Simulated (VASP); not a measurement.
# Si (Fd-3m) in VASP: notebook

Runs on Si. Level: PBE. Tasks: evGW0 quasiparticle levels, band structure.

Everything below comes from runs of VASP 6.6.1. Logs are shortened: lines on timing, memory, paths and dates and some standing lists are left out, and cuts for length are marked.

## Step 1: The crystal as given

Symmetry: Fd-3m, No. 227, cubic system. The conventional cell has a = 5.436 Å, b = 5.436 Å, c = 5.436 Å, α = 90.00°, β = 90.00°, γ = 90.00°. Si (site symmetry -43m) is surrounded by 4 Si at 2.35 Å.

## Step 2: EvGW0 quasiparticle levels, PBE

POSCAR reads:

```
Si                                      
1.0
    0.0000000000      2.7178477094      2.7178477094
    2.7178477094      0.0000000000      2.7178477094
    2.7178477094      2.7178477094      0.0000000000
  Si            
     2
Direct
     0.7500000000000000    0.7500000000000000    0.7500000000000000
     0.5000000000000000    0.5000000000000000    0.5000000000000000
```

INCAR.step1 reads:

```
SYSTEM = Si
PREC     = Accurate       ! precision mode
ENCUT    = 500            ! plane-wave cutoff, eV
EDIFF    = 1E-8           ! SCF threshold, eV
ISMEAR   = 0              ! smearing method
SIGMA    = 0.01           ! smearing width, eV
LREAL    = .False.        ! projectors in reciprocal space
LASPH    = .True.         ! aspherical terms in the spheres
NELM     = 80             ! most SCF steps
ALGO     = Normal         ! electronic algorithm
LWAVE    = .True.         ! write WAVECAR
LCHARG   = .False.        ! write CHGCAR
GGA      = PE             ! functional
KPAR     = 4
```

INCAR.step2 reads:

```
SYSTEM = Si
PREC     = Accurate       ! precision mode
ENCUT    = 500            ! plane-wave cutoff, eV
EDIFF    = 1E-8           ! SCF threshold, eV
ISMEAR   = 0              ! smearing method
SIGMA    = 0.01           ! smearing width, eV
LREAL    = .False.        ! projectors in reciprocal space
LASPH    = .True.         ! aspherical terms in the spheres
NELM     = 1              ! most SCF steps
ALGO     = Exact          ! electronic algorithm
LWAVE    = .True.         ! write WAVECAR
LCHARG   = .False.        ! write CHGCAR
GGA      = PE             ! functional
KPAR     = 4            
NBANDS   = 153            ! bands
LOPTICS  = .True.         ! frequency-dependent dielectric function
ISTART   = 1
```

INCAR.step3 reads:

```
SYSTEM = Si
PREC     = Accurate       ! precision mode
ENCUT    = 500            ! plane-wave cutoff, eV
EDIFF    = 1E-8           ! SCF threshold, eV
ISMEAR   = 0              ! smearing method
SIGMA    = 0.01           ! smearing width, eV
LREAL    = .False.        ! projectors in reciprocal space
LASPH    = .True.         ! aspherical terms in the spheres
ALGO     = EVGW0          ! electronic algorithm
LWAVE    = .False.        ! write WAVECAR
LCHARG   = .False.        ! write CHGCAR
GGA      = PE             ! functional
KPAR     = 4            
NELMGW   = 4            
NBANDS   = 153            ! bands
ENCUTGW  = 150            ! cutoff of the response function
NOMEGA   = 48             ! frequency points
PRECFOCK = Fast         
ISTART   = 1            
NBANDSGW = 12
```

KPOINTS reads:

```
Automatic mesh
0
Gamma
  6 6 6
  0 0 0
```

Potentials or basis: VASP PAW PBE potentials, release 64 (Si_GW).

Started as:

```
$ cat potpaw_PBE.64/Si_GW/POTCAR > POTCAR
$ cp INCAR.step1 INCAR
$ mpirun -np 4 vasp_std > vasp.out
$ cp INCAR.step2 INCAR
$ mpirun -np 4 vasp_std > vasp.out
$ cp INCAR.step3 INCAR
$ mpirun -np 4 vasp_std > vasp.out
```

OUTCAR:

```text
SYSTEM = Si
   PREC = Accurate
   ENCUT = 500
   EDIFF = 1E-8
   ISMEAR = 0
   LREAL = .False.
   LASPH = .True.
   GGA = PE
   NELMGW = 4
   ENCUTGW = 150
   PRECFOCK = Fast
   ISTART = 1

 ion  position               nearest neighbor table
   1  0.750  0.750  0.750-   2 2.35   2 2.35   2 2.35   2 2.35
   2  0.500  0.500  0.500-   1 2.35   1 2.35   1 2.35   1 2.35

  LATTYP: Found a face centered cubic cell.
 ALAT       =     5.4356954188

  Lattice vectors:

 A1 = (   0.0000000000,   2.7178477094,   2.7178477094)
 A2 = (   2.7178477094,   0.0000000000,   2.7178477094)
 A3 = (   2.7178477094,   2.7178477094,   0.0000000000)

Analysis of symmetry for initial positions (statically):
=====================================================================
 Subroutine PRICEL returns:
 Original cell was already a primitive cell.

 Routine SETGRP: Setting up the symmetry group for a
 face centered cubic supercell.

 Subroutine GETGRP returns: Found 48 space group operations
 (whereof 24 operations were pure point group operations)
 out of a pool of 48 trial point group operations.

The static configuration has the point symmetry T_d .
 The point group associated with its full space group is O_h .

Analysis of symmetry for dynamics (positions and initial velocities):
=====================================================================
 Subroutine PRICEL returns:
 Original cell was already a primitive cell.

 Routine SETGRP: Setting up the symmetry group for a
 face centered cubic supercell.

 Subroutine GETGRP returns: Found 48 space group operations
 (whereof 24 operations were pure point group operations)
 out of a pool of 48 trial point group operations.

The dynamic configuration has the point symmetry T_d .
 The point group associated with its full space group is O_h .

 Subroutine INISYM returns: Found 48 space group operations
 (whereof 24 operations are pure point group operations),
 and found     1 'primitive' translations

----------------------------------------------------------------------------------------

                                     Primitive cell

  volume of cell :      40.1518

  direct lattice vectors                    reciprocal lattice vectors
     0.000000000  2.717847709  2.717847709    -0.183969101  0.183969101  0.183969101
     2.717847709  0.000000000  2.717847709     0.183969101 -0.183969101  0.183969101
     2.717847709  2.717847709  0.000000000     0.183969101  0.183969101 -0.183969101

  length of vectors
     3.843617091  3.843617091  3.843617091     0.318643830  0.318643830  0.318643830

  position of ions in fractional coordinates (direct lattice)
     0.750000000  0.750000000  0.750000000
     0.500000000  0.500000000  0.500000000

  ion indices of the primitive-cell ions
   primitive index   ion index
                 1           1
                 2           2

----------------------------------------------------------------------------------------

 KPOINTS: Automatic mesh

Automatic generation of k-mesh.
 Grid dimensions read from file:
 generate k-points for:    6    6    6

 Generating k-lattice:

  Cartesian coordinates                     Fractional coordinates (reciprocal lattice)
    -0.030661517  0.030661517  0.030661517     0.166666667  0.000000000  0.000000000
     0.030661517 -0.030661517  0.030661517     0.000000000  0.166666667  0.000000000
     0.030661517  0.030661517 -0.030661517     0.000000000  0.000000000  0.166666667

  Length of vectors
     0.053107305  0.053107305  0.053107305

  Shift w.r.t. Gamma in fractional coordinates (k-lattice)
     0.000000000  0.000000000  0.000000000

 Subroutine IBZKPT returns following result:
 ===========================================

 Found     16 irreducible k-points:

 Following reciprocal coordinates:
            Coordinates               Weight
  0.000000  0.000000  0.000000      1.000000
  0.166667  0.000000  0.000000      8.000000
  0.333333  0.000000  0.000000      8.000000
  0.500000  0.000000  0.000000      4.000000
  0.166667  0.166667  0.000000      6.000000
  0.333333  0.166667  0.000000     24.000000
[... 8 lines left out ...]
 -0.333333  0.333333  0.166667     24.000000
 -0.333333  0.500000  0.166667     12.000000
   k-points           NKPTS =     16   k-points in BZ     NKDIM =    216   number of bands    NBANDS=    153
   number of dos      NEDOS =    301   number of ions     NIONS =      2
   total plane-waves  NPLWV =  21952
   dimension x,y,z NGX =    28 NGY =   28 NGZ =   28
   dimension x,y,z NGXF=    56 NGYF=   56 NGZF=   56
   ions per type =               2
   NGX,Y,Z   is equivalent  to a cutoff of  12.11, 12.11, 12.11 a.u.
   NGXF,Y,Z  is equivalent  to a cutoff of  24.22, 24.22, 24.22 a.u.
 SYSTEM =  Si
   PREC   = accura    normal or accurate (medium, high low for compatibility)
   ISTART =      1    job   : 0-new  1-cont  2-samecut
   ICHARG =      0    charge: 1-file 2-atom 10-const
   ISPIN  =      1    spin polarized calculation?
   LNONCOLLINEAR =      F non collinear calculations
   LSORBIT =      F    spin-orbit coupling
   LASPH  =      T    aspherical Exc in radial PAW
   ENCUT  =  500.0 eV  36.75 Ry    6.06 a.u.   7.01  7.01  7.01*2*pi/ulx,y,z
   NELM   =     60;   NELMIN=  2; NELMDL=  0     # of ELM steps
   EDIFF  = 0.1E-07   stopping-criterion for ELM
   LREAL  =      F    real-space projection
   EDIFFG = 0.1E-06   stopping-criterion for IOM
   NSW    =      0    number of steps for IOM
   IBRION =     -1    ionic relax: 0-MD 1-quasi-New 2-CG
   NFREE  =      0    steps in history (QN), initial steepest desc. (CG)
   ISIF   =      0    stress and relaxation
   ISYM   =      3    0-nonsym 1-usesym 2-fastsym
   POTIM  = 0.5000    time-step for ionic-motion
   TEBEG  =    0.0;   TEEND  =   0.0 temperature during run
   PSTRESS=    0.0 pullay stress
   NELECT =       8.0000    total number of electrons
   NUPDOWN=      -1.0000    fix difference up-down
   EMIN   =  10.00;   EMAX   =-10.00  energy-range for DOS
   EFERMI =   0.00;   METHOD = LEGACY
   ISMEAR =     0;   SIGMA  =   0.01  broadening in eV -4-tet -1-fermi 0-gaus
   EFERMI_NEDOS =   21; number of points for ismear=-14 and -15
   IALGO  =     38    algorithm
   IMIX   =      4    mixing-type and parameters
     AMIX     =   0.40;   BMIX     =  1.00
     AMIX_MAG =   1.60;   BMIX_MAG =  1.00
  volume/ion in A,a.u.               =      20.08       135.48
  Fermi-wavevector in a.u.,A,eV,Ry     =   0.956173  1.806905 12.439349  0.914266
  Thomas-Fermi vector in A             =   2.085077
   LORBIT       =      0    0 simple, 1 ext, 2 COOP (PROOUT), +10 PAW based schemes
   GGA     = PE    functional components
   LHFCALC =     T    Hartree Fock is set to
   PRECFOCK=fast      Normal, Fast or Accurate (Low or Medium for compatibility)
   ENCUT4O =  -1.0   cutoff for four orbital integrals eV
   NKREDX  =     1    reduce k-point grid by
   NKREDY  =     1    reduce k-point grid by
   NKREDZ  =     1    reduce k-point grid by
   AEXX    =    1.0000 exact exchange contribution
   HFSCREEN=    0.0000 screening length (either q_TF or 0.3 A-1)
   HFSCREENC=   0.0000 screening length for correlation (either q_TF or 0.3 A-1)
   ENCUTFOCK=  -1.0 apply spherical cutoff to Coloumb kernel
   IVDW    =     0    specifies the selected vdW correction
   LEPSILON=     F    determine dielectric tensor
   LRPA    =     F    only Hartree local field effects (RPA)
   LRPAFORCE           =     F    calculate RPA forces
   ENCUTGW             = 150.0    cutoff for response function in eV
   ENCUTGWSOFT         = 120.0    soft cutoff for Coulomb kernel in GW response function in eV
   ENCUTLF             =  -1.0    cutoff for local field effects
   NELMGW              =     4    number of iterations in solving QP/BSE equation
   NELMHF              =     1    number of iterations in the inner HF iteration
   NKREDLFX            =     1    NKREDLFY  =   1   NKREDLFZ  =   1
 non-spin polarized calculation
 Gauss-broadening in eV      SIGMA  =   0.01
  energy-cutoff  :      500.00
  volume of cell :       40.15
 maximum number of plane-waves:      1034
  NGX = 16; NGY = 16; NGZ = 16
   NGX = 13   NGY = 13   NGZ = 13
 maximum number of plane-waves:       174

 QP shifts <psi_nk| G(iteration)W_0 |psi_nk>: iteration 1
 for sc-GW calculations column KS-energies equals QP-energies in previous step
 and V_xc(KS)=  KS-energies - (<T + V_ion + V_H > + <T+V_H+V_ion>^1  + <V_x>^1)

 k-point   1 :       0.0000    0.0000    0.0000
  band No.  KS-energies  QP-energies   sigma(KS)   V_xc(KS)     V^pw_x(r,r')   Z            occupation Imag(sigma)

      1      -6.5011      -6.9549     -11.1549     -10.4527     -17.5052       0.6462       2.0000       1.1054
      2       5.4437       4.9146     -12.1026     -11.4018     -12.7191       0.7550       2.0000       0.0205
      3       5.4437       4.9146     -12.1026     -11.4018     -12.7191       0.7550       2.0000       0.0205
      4       5.4437       4.9146     -12.1026     -11.4018     -12.7191       0.7550       2.0000       0.0205
      5       8.0017       8.1252      -9.9386     -10.1031      -5.7242       0.7509       0.0000      -0.0956
      6       8.0017       8.1252      -9.9386     -10.1031      -5.7242       0.7509       0.0000      -0.0956
      7       8.0017       8.1252      -9.9386     -10.1031      -5.7242       0.7509       0.0000      -0.0956
      8       8.7724       9.0107     -10.7375     -11.0576      -6.0749       0.7444       0.0000      -0.1067
      9      13.1632      13.3465      -9.7551     -10.0042      -4.2177       0.7355       0.0000      -0.2355
     10      13.1632      13.3465      -9.7551     -10.0042      -4.2177       0.7355       0.0000      -0.2355
     11      13.3884      13.1702      -8.0634      -7.7774      -2.6776       0.7630       0.0000      -0.2981
     12      16.6816      16.5990      -8.4667      -8.3560      -2.2779       0.7471       0.0000      -0.6343

 k-point   2 :       0.1667    0.0000    0.0000
  band No.  KS-energies  QP-energies   sigma(KS)   V_xc(KS)     V^pw_x(r,r')   Z            occupation Imag(sigma)
[... 999 lines left out ...]
      1      -2.9295      -2.9390     -11.6458       8.7026     -16.0554       0.6924       2.0000       0.4847
      2      -2.9295      -2.9390     -11.6458       8.7026     -16.0554       0.6924       2.0000       0.4847
      3       1.0621       1.0558     -10.8884      11.9417     -12.9510       0.7212       2.0000       0.0648
      4       1.0621       1.0558     -10.8884      11.9417     -12.9510       0.7212       2.0000       0.0648
      5       8.2030       8.2014      -9.5365      17.7374      -5.1883       0.7572       0.0000      -0.1012
      6       8.2030       8.2014      -9.5365      17.7374      -5.1883       0.7572       0.0000      -0.1012
      7      12.2972      12.2963     -10.0501      22.3461      -4.3522       0.7296       0.0000      -0.2662
      8      12.2972      12.2963     -10.0501      22.3461      -4.3522       0.7296       0.0000      -0.2662
      9      16.1105      16.1101     -10.5706      26.6805      -3.8625       0.7231       0.0000      -0.5797
     10      16.1105      16.1101     -10.5706      26.6805      -3.8625       0.7231       0.0000      -0.5797
     11      18.4884      18.4882     -10.2833      28.7713      -3.3694       0.7256       0.0000      -0.7605
     12      18.4884      18.4882     -10.2833      28.7713      -3.3694       0.7256       0.0000      -0.7605
```

Run time: 4.4 min. Hardware: 4 MPI ranks of Intel Xeon 6975P-C (Granite Rapids), shared host; peak memory 0.82 GiB.

Results:

```yaml
Band_gap_on_the_k_mesh_mean-field_level: 0.71 eV, indirect (least direct gap 2.56 eV)
Quasiparticle_gap: 1.30 eV
Least_direct_quasiparticle_gap: 3.31 eV
```

Levels at points of the mesh, in eV from the valence-band top:
| k point | band 1 | band 2 | band 3 | band 4 | band 5 | band 6 | band 7 | band 8 |
| --- | --- | --- | --- | --- | --- | --- | --- | --- |
| (0.00, 0.00, 0.00) | -11.94 | 0.00 | 0.00 | 0.00 | 2.56 | 2.56 | 2.56 | 3.33 |
| (0.50, 0.00, 0.00) | -9.62 | -6.96 | -1.20 | -1.20 | 1.52 | 3.34 | 3.34 | 7.72 |
| (0.50, 0.50, 0.00) | -7.81 | -7.81 | -2.85 | -2.85 | 0.71 | 0.71 | 10.08 | 10.08 |

Quasiparticle gap after each update of the energies (eV): 1.22, 1.28, 1.30, 1.30

Caveat: bands, screening cutoff and mesh are small and nothing is extrapolated, so the quasiparticle values aren't converged. A k mesh can miss the band edges.

(Part 1 of 2 ends here.)
